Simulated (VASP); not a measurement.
# Hf (Im-3m) in VASP: further runs, part 3 of 3

VASP 6.6.1. Earlier steps stand in the parts before.

## 6. Relaxation of cell and atoms, PBEsol, target pressure 30 GPa, at which the enthalpy is minimised

This run uses another cell than the first one, of 17.53 Å³/atom, 0.745 times its volume.

Input file INCAR:

```
PREC = Accurate
ENCUT = 520
EDIFF = 1E-7
ISMEAR = 0
SIGMA = 0.1
LREAL = False
LASPH = True
NELM = 100
ALGO = Normal
ISIF = 3
LWAVE = False
LCHARG = False
GGA = PS
IBRION = 2
NSW = 80
EDIFFG = -0.002
PSTRESS = 300.0
```

Input file KPOINTS:

```
Automatic mesh
0
Gamma
  4 4 4
```

Input file POSCAR:

```
Hf                                      
1.0
   -1.6363358916      1.6363358916      1.6363358916
    1.6363358916     -1.6363358916      1.6363358916
    1.6363358916      1.6363358916     -1.6363358916
  Hf            
     1
Direct
     0.0000000000000000    0.0000000000000000    0.0000000000000000
```

Potentials or basis: VASP PAW PBE potentials, release 64 (Hf_pv).

On the command line:

```bash
> cat potpaw_PBE.64/Hf_pv/POTCAR > POTCAR
> mpirun -np 1 vasp_std > vasp.out
```

OUTCAR:

```text
PREC = Accurate
   ENCUT = 520
   EDIFF = 1E-7
   ISMEAR = 0
   LREAL = False
   LASPH = True
   NELM = 100
   ISIF = 3
   GGA = PS
   IBRION = 2
   NSW = 80
   EDIFFG = -0.002
   PSTRESS = 300.0

 ion  position               nearest neighbor table
   1  0.000  0.000  0.000-

  LATTYP: Found a body centered cubic cell.
 ALAT       =     3.2726717832

  Lattice vectors:

 A1 = (  -1.6363358916,   1.6363358916,   1.6363358916)
 A2 = (   1.6363358916,  -1.6363358916,   1.6363358916)
 A3 = (   1.6363358916,   1.6363358916,  -1.6363358916)

Analysis of symmetry for initial positions (statically):
=====================================================================
 Subroutine PRICEL returns:
 Original cell was already a primitive cell.

 Routine SETGRP: Setting up the symmetry group for a
 body centered cubic supercell.

 Subroutine GETGRP returns: Found 48 space group operations
 (whereof 48 operations were pure point group operations)
 out of a pool of 48 trial point group operations.

The static configuration has the point symmetry O_h .

Analysis of symmetry for dynamics (positions and initial velocities):
=====================================================================
 Subroutine PRICEL returns:
 Original cell was already a primitive cell.

 Routine SETGRP: Setting up the symmetry group for a
 body centered cubic supercell.

 Subroutine GETGRP returns: Found 48 space group operations
 (whereof 48 operations were pure point group operations)
 out of a pool of 48 trial point group operations.

The dynamic configuration has the point symmetry O_h .

 Subroutine INISYM returns: Found 48 space group operations
 (whereof 48 operations are pure point group operations),
 and found     1 'primitive' translations

[... 100 lines left out ...]
   GGA     = PS    functional components
   LHFCALC =     F    Hartree Fock is set to
   AEXX    =    0.0000 exact exchange contribution
   IVDW    =     0    specifies the selected vdW correction
   LEPSILON=     F    determine dielectric tensor
   LRPA    =     F    only Hartree local field effects (RPA)
 conjugate gradient relaxation of ions
 non-spin polarized calculation
 Gauss-broadening in eV      SIGMA  =   0.10
  energy-cutoff  :      520.00
  volume of cell :       17.53
 maximum number of plane-waves:       490
 NGX is ok and might be reduce to    24
   NGX = 11   NGY = 11   NGZ = 11

 number of electron      10.0000002 magnetization

 Free energy of the ion-electron system (eV)
  ---------------------------------------------------
  ext. energy  EPLUGINS =         0.00000000
  ---------------------------------------------------
  free energy    TOTEN  =       -10.03619258 eV

  energy without entropy =      -10.00970695  energy(sigma->0) =      -10.02294976

 E-fermi :   6.2417     XC(G=0): -12.5616

 val. band max:        5.5813620921   @ k =   0.2500   0.2500   0.2500
 cond. band min:       6.2479596889   @ k =   0.2500   0.0000   0.0000
 fundamental gap:      0.6665975968
 Fermi energy:         6.2416548314

 k-point     1 :       0.0000    0.0000    0.0000
  band No.  band energies     occupation
      1     -22.6800      2.00000
      2     -22.6800      2.00000
      3     -22.6800      2.00000
      4      -1.5608      2.00000
      5       7.8034      0.00000
      6       7.8034      0.00000
      7       7.8034      0.00000
      8      11.3808      0.00000
      9      11.3808      0.00000
[... 73 lines left out ...]
 k-point     8 :       0.5000    0.5000    0.5000
  band No.  band energies     occupation
      1     -23.8881      2.00000
      2     -23.8881      2.00000
      3     -23.8881      2.00000
      4       2.3688      2.00000
      5       2.3688      2.00000
      6      14.9538      0.00000
      7      14.9538      0.00000
      8      14.9538      0.00000
      9      15.7088      0.00000

------------------------ aborting loop because EDIFF is reached ----------------------------------------

  FORCE on cell =-STRESS in cart. coord.  units (eV):
  Direction    XX          YY          ZZ          XY          YZ          ZX
  --------------------------------------------------------------------------------------
  -------------------------------------------------------------------------------------
  Total        3.2822443      3.2822443      3.2822443      0.0000000     -0.0000000      0.0000000
  in kB      300.0572529    300.0572529    300.0572529      0.0000000     -0.0000000      0.0000000
  external PRESSURE =       0.0572529 kB  Pullay stress =     300.0000000 kB

 VOLUME and BASIS-vectors are now :
 -----------------------------------------------------------------------------
  energy-cutoff  :      520.00
  volume of cell :       17.53
      direct lattice vectors                 reciprocal lattice vectors
    -1.636335892  1.636335892  1.636335892     0.000000000  0.305560736  0.305560736
     1.636335892 -1.636335892  1.636335892     0.305560736  0.000000000  0.305560736
     1.636335892  1.636335892 -1.636335892     0.305560736  0.305560736  0.000000000

 POSITION                                       TOTAL-FORCE (eV/Angst)
 -----------------------------------------------------------------------------------
      0.00000      0.00000      0.00000         0.000000      0.000000      0.000000
 -----------------------------------------------------------------------------------
    total drift:                               -0.000000      0.000000      0.000000

  FREE ENERGIE OF THE ION-ELECTRON SYSTEM (eV)
  ---------------------------------------------------
  free  energy   TOTEN  =       -10.0361925795 eV

  energy  without entropy=      -10.0097069488  energy(sigma->0) =      -10.02294976

  enthalpy is  TOTEN    =        -6.7545745224 eV   P V=        3.2816180571

 reached required accuracy - stopping structural energy minimisation
```

OSZICAR:

```text
N       E                     dE             d eps       ncg     rms          rms(c)
DAV:   1     0.943425016424E+01    0.94343E+01   -0.64977E+03   144   0.108E+03
DAV:   2    -0.100763418870E+02   -0.19511E+02   -0.18988E+02   224   0.146E+02
DAV:   3    -0.103136512728E+02   -0.23731E+00   -0.23605E+00   163   0.121E+01
DAV:   4    -0.103146381412E+02   -0.98687E-03   -0.98660E-03   185   0.820E-01
DAV:   5    -0.103146405728E+02   -0.24316E-05   -0.24307E-05   160   0.385E-02    0.563E+01
DAV:   6    -0.101111187888E+02    0.20352E+00   -0.16855E-01   146   0.353E+00    0.323E+01
DAV:   7    -0.100386702781E+02    0.72449E-01   -0.23232E-01   147   0.400E+00    0.103E+00
DAV:   8    -0.100361980491E+02    0.24722E-02   -0.94394E-03   152   0.888E-01    0.783E-01
DAV:   9    -0.100361888567E+02    0.91924E-05   -0.23191E-04   192   0.153E-01    0.108E-01
DAV:  10    -0.100361916836E+02   -0.28269E-05   -0.25597E-06   151   0.163E-02    0.389E-02
DAV:  11    -0.100361925787E+02   -0.89517E-06   -0.78352E-07   155   0.735E-03    0.430E-03
DAV:  12    -0.100361925795E+02   -0.79694E-09   -0.15607E-08    72   0.132E-03
   1 F= -.67545745E+01 E0= -.67413317E+01  d E =-.675457E+01
```

CONTCAR:

```text
Hf
   1.00000000000000
    -1.6363358915999999    1.6363358915999999    1.6363358915999999
     1.6363358915999999   -1.6363358915999999    1.6363358915999999
     1.6363358915999999    1.6363358915999999   -1.6363358915999999
  Hf
     1
Direct
     0.0000000000000000    0.0000000000000000    0.0000000000000000

  0.00000000E+00  0.00000000E+00  0.00000000E+00
```

Wall time 4.1 s (1 thread of AMD EPYC 7R13 (Zen 3), shared host); peak memory 0.11 GiB.

Results:

- Free energy: -10.0362 eV
- Pressure after relaxing: 30.0 GPa
- Band gap on the k mesh: none (metal or under the smearing width)

Final structure:
```xyz
1
Lattice="-1.6363 1.6363 1.6363 1.6363 -1.6363 1.6363 1.6363 1.6363 -1.6363" Properties=species:S:1:pos:R:3 pbc="T T T"
Hf    0.0000    0.0000    0.0000
```

Caveat: the k mesh is coarse (spacing up to 0.68 Å⁻¹), so the values aren't converged; the relaxation stopped at its first step, so nothing moved; the cell is relaxed towards a set pressure, so the enthalpy falls and the energy may rise; the PAW data sets were made with another functional, which shifts forces and pressure a little. Spin-orbit coupling is left out, which matters for the levels of Hf.
